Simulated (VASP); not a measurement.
# K (Pm-3m) in VASP: a series of runs, part 2 of 2

VASP 6.6.1. Earlier steps stand in the parts before.

### 4 Single point, PBE

INCAR

```
  PREC = Accurate
  ENCUT = 400
  EDIFF = 1E-6
  ISMEAR = 0
  SIGMA = 0.1
  LREAL = False
  LASPH = True
  NELM = 100
  ALGO = Normal
  ISIF = 2
  LWAVE = False
  LCHARG = False
  GGA = PE
  NBANDS = 10
  ADDGRID = False
```

KPOINTS

```
regular mesh
0
Gamma
  9 9 9
```

POSCAR

```
K
1.0
    4.3104394900      0.0000000000      0.0000000000
    0.0000000000      4.3104394900      0.0000000000
    0.0000000000      0.0000000000      4.3104394900
K
1
Direct
    0.0000000000      0.0000000000      0.0000000000
```

Potentials or basis: VASP PAW PBE potentials, release 64 (K_sv).

The run is started by

```sh
cat potpaw_PBE.64/K_sv/POTCAR > POTCAR
mpirun -np 1 vasp_std > vasp.out
```

OUTCAR:

```text
PREC = Accurate
   ENCUT = 400
   EDIFF = 1E-6
   ISMEAR = 0
   LREAL = False
   LASPH = True
   NELM = 100
   ISIF = 2
   GGA = PE

 Found     35 irreducible k-points:

 Following reciprocal coordinates:
            Coordinates               Weight
  0.000000  0.000000  0.000000      1.000000
  0.111111  0.000000  0.000000      6.000000
  0.222222  0.000000  0.000000      6.000000
  0.333333  0.000000  0.000000      6.000000
  0.444444  0.000000  0.000000      6.000000
  0.111111  0.111111  0.000000     12.000000
   k-points           NKPTS =     35   k-points in BZ     NKDIM =     35   number of bands    NBANDS=     10
   number of dos      NEDOS =    301   number of ions     NIONS =      1
   total plane-waves  NPLWV =  21952
   dimension x,y,z NGX =    28 NGY =   28 NGZ =   28
   dimension x,y,z NGXF=    56 NGYF=   56 NGZF=   56
   ions per type =               1
   NGX,Y,Z   is equivalent  to a cutoff of  10.80, 10.80, 10.80 a.u.
   NGXF,Y,Z  is equivalent  to a cutoff of  21.60, 21.60, 21.60 a.u.
 SYSTEM =  unknown system
   PREC   = accura    normal or accurate (medium, high low for compatibility)
   ISTART =      0    job   : 0-new  1-cont  2-samecut
   ICHARG =      2    charge: 1-file 2-atom 10-const
   ISPIN  =      1    spin polarized calculation?
   LNONCOLLINEAR =      F non collinear calculations
   LSORBIT =      F    spin-orbit coupling
   LASPH  =      T    aspherical Exc in radial PAW
   ENCUT  =  400.0 eV  29.40 Ry    5.42 a.u.   7.03  7.03  7.03*2*pi/ulx,y,z
   NELM   =    100;   NELMIN=  2; NELMDL= -5     # of ELM steps
   EDIFF  = 0.1E-05   stopping-criterion for ELM
   LREAL  =      F    real-space projection
   EDIFFG = 0.1E-04   stopping-criterion for IOM
   NSW    =      0    number of steps for IOM
   IBRION =     -1    ionic relax: 0-MD 1-quasi-New 2-CG
   NFREE  =      0    steps in history (QN), initial steepest desc. (CG)
   ISIF   =      2    stress and relaxation
   ISYM   =      2    0-nonsym 1-usesym 2-fastsym
   POTIM  = 0.5000    time-step for ionic-motion
   TEBEG  =    0.0;   TEEND  =   0.0 temperature during run
   PSTRESS=    0.0 pullay stress
   NELECT =       9.0000    total number of electrons
   NUPDOWN=      -1.0000    fix difference up-down
   EMIN   =  10.00;   EMAX   =-10.00  energy-range for DOS
   EFERMI =   0.00;   METHOD = LEGACY
   ISMEAR =     0;   SIGMA  =   0.10  broadening in eV -4-tet -1-fermi 0-gaus
   EFERMI_NEDOS =   21; number of points for ismear=-14 and -15
   IALGO  =     38    algorithm
   IMIX   =      4    mixing-type and parameters
     AMIX     =   0.40;   BMIX     =  1.00
     AMIX_MAG =   1.60;   BMIX_MAG =  1.00
  volume/ion in A,a.u.               =      80.09       540.46
  Fermi-wavevector in a.u.,A,eV,Ry     =   0.790013  1.492908  8.491671  0.624120
  Thomas-Fermi vector in A             =   1.895269
   LORBIT       =      0    0 simple, 1 ext, 2 COOP (PROOUT), +10 PAW based schemes
   GGA     = PE    functional components
   LHFCALC =     F    Hartree Fock is set to
   AEXX    =    0.0000 exact exchange contribution
   IVDW    =     0    specifies the selected vdW correction
   LEPSILON=     F    determine dielectric tensor
   LRPA    =     F    only Hartree local field effects (RPA)
 non-spin polarized calculation
 Gauss-broadening in eV      SIGMA  =   0.10
  energy-cutoff  :      400.00
  volume of cell :       80.09
 maximum number of plane-waves:      1466
   NGX = 15   NGY = 15   NGZ = 15

 number of electron       9.0000006 magnetization

 Free energy of the ion-electron system (eV)
  ---------------------------------------------------
  ext. energy  EPLUGINS =         0.00000000
  ---------------------------------------------------
  free energy    TOTEN  =        -0.94294295 eV

  energy without entropy =       -0.93921516  energy(sigma->0) =       -0.94107906

 E-fermi :  -0.2765     XC(G=0):  -5.4397

 val. band max:       -0.3221743694   @ k =   0.3333   0.3333   0.1111
 cond. band min:      -0.2250304676   @ k =   0.4444   0.2222   0.0000
 fundamental gap:      0.0971439017
 Fermi energy:        -0.2764510711

 k-point     1 :       0.0000    0.0000    0.0000
  band No.  band energies     occupation
      1     -32.6136      2.00000
      2     -16.0548      2.00000
      3     -16.0548      2.00000
      4     -16.0548      2.00000
      5      -2.3177      2.00000
      6       2.6201      0.00000
      7       2.6201      0.00000
      8       5.8675      0.00000
      9       5.8902      0.00000
     10       6.0300      0.00000
[... 53 lines left out ...]
 k-point     6 :       0.1111    0.1111    0.0000
  band No.  band energies     occupation
      1     -32.6127      2.00000
      2     -16.0641      2.00000
      3     -16.0633      2.00000
      4     -16.0531      2.00000
      5      -2.0906      2.00000
      6       2.5005      0.00000
      7       2.6277      0.00000
      8       4.8164      0.00000
      9       5.2628      0.00000
     10       5.7168      0.00000

 [... further k-points ...]

------------------------ aborting loop because EDIFF is reached ----------------------------------------

  FORCE on cell =-STRESS in cart. coord.  units (eV):
  Direction    XX          YY          ZZ          XY          YZ          ZX
  --------------------------------------------------------------------------------------
  -------------------------------------------------------------------------------------
  Total       -0.0169223     -0.0169223     -0.0169223      0.0000000      0.0000000     -0.0000000
  in kB       -0.3385370     -0.3385370     -0.3385370      0.0000000      0.0000000     -0.0000000
  external PRESSURE =      -0.3385370 kB  Pullay stress =       0.0000000 kB

 VOLUME and BASIS-vectors are now :
 -----------------------------------------------------------------------------
  energy-cutoff  :      400.00
  volume of cell :       80.09
      direct lattice vectors                 reciprocal lattice vectors
     4.310439490  0.000000000  0.000000000     0.231994905  0.000000000  0.000000000
     0.000000000  4.310439490  0.000000000     0.000000000  0.231994905  0.000000000
     0.000000000  0.000000000  4.310439490     0.000000000  0.000000000  0.231994905

 POSITION                                       TOTAL-FORCE (eV/Angst)
 -----------------------------------------------------------------------------------
      0.00000      0.00000      0.00000         0.000000      0.000000      0.000000
 -----------------------------------------------------------------------------------
    total drift:                               -0.000000     -0.000000     -0.000000

  FREE ENERGIE OF THE ION-ELECTRON SYSTEM (eV)
  ---------------------------------------------------
  free  energy   TOTEN  =        -0.9429429533 eV

  energy  without entropy=       -0.9392151646  energy(sigma->0) =       -0.94107906
```

OSZICAR:

```text
N       E                     dE             d eps       ncg     rms          rms(c)
DAV:   1     0.371474620279E+02    0.37147E+02   -0.32359E+03   700   0.562E+02
DAV:   2     0.265318569414E+00   -0.36882E+02   -0.36497E+02   758   0.172E+02
DAV:   3    -0.911478024949E+00   -0.11768E+01   -0.11677E+01  1082   0.240E+01
DAV:   4    -0.943365901157E+00   -0.31888E-01   -0.31872E-01   958   0.388E+00
DAV:   5    -0.944312275790E+00   -0.94637E-03   -0.94623E-03  1100   0.443E-01    0.176E+00
DAV:   6    -0.943442025501E+00    0.87025E-03   -0.15421E-03  1086   0.245E-01    0.111E+00
DAV:   7    -0.942889973518E+00    0.55205E-03   -0.32527E-03  1010   0.332E-01    0.724E-02
DAV:   8    -0.942936207627E+00   -0.46234E-04   -0.23944E-04   938   0.152E-01    0.254E-02
DAV:   9    -0.942945358120E+00   -0.91505E-05   -0.20588E-05  1064   0.328E-02    0.121E-02
DAV:  10    -0.942943032598E+00    0.23255E-05   -0.64769E-06   988   0.209E-02    0.222E-03
DAV:  11    -0.942942953272E+00    0.79326E-07   -0.20274E-07   484   0.298E-03
   1 F= -.94294295E+00 E0= -.94107906E+00  d E =-.372779E-02
```

stdout:

```text
POSCAR found type information on POSCAR K
 POSCAR found :  1 types and       1 ions
 scaLAPACK will be used
 LDA part: xc-table for (Slater+PW92), standard interpolation
 POSCAR, INCAR and KPOINTS ok, starting setup
 FFT: planning ... GRIDC
 FFT: planning ... GRID_SOFT
 FFT: planning ... GRID
 WAVECAR not read
 entering main loop
```

Wall time 9.1 s (1 thread of Intel Xeon Platinum 8488C (Sapphire Rapids), shared host); peak memory 0.15 GiB.

The run converged, but some of its settings lie outside the range that counts as converged, so its numbers aren't taken as properties of the crystal.

What came out:

- Free energy: -0.9429 eV
- Pressure: 0.0 GPa
- Band gap on the k mesh: none (metal or under the smearing width)

### 5 Single point, PBE

Edit INCAR of step 4 so:

```diff
@@ -4,3 +4,3 @@
   ISMEAR = 0
-  SIGMA = 0.1
+  SIGMA = 0.05
   LREAL = False
```

KPOINTS is that of step 4.

POSCAR is that of step 4.

The run is started by

```sh
cat potpaw_PBE.64/K_sv/POTCAR > POTCAR
mpirun -np 1 vasp_std > vasp.out
```

Run time: 8.9 s. Hardware: 1 thread of Intel Xeon Platinum 8488C (Sapphire Rapids), shared host; peak memory 0.15 GiB.

The run converged, but some of its settings lie outside the range that counts as converged, so its numbers aren't taken as properties of the crystal.

What came out:

```yaml
Free_energy: -0.9416 eV
Pressure: 0.0 GPa
Band_gap_on_the_k_mesh: none (metal or under the smearing width)
```
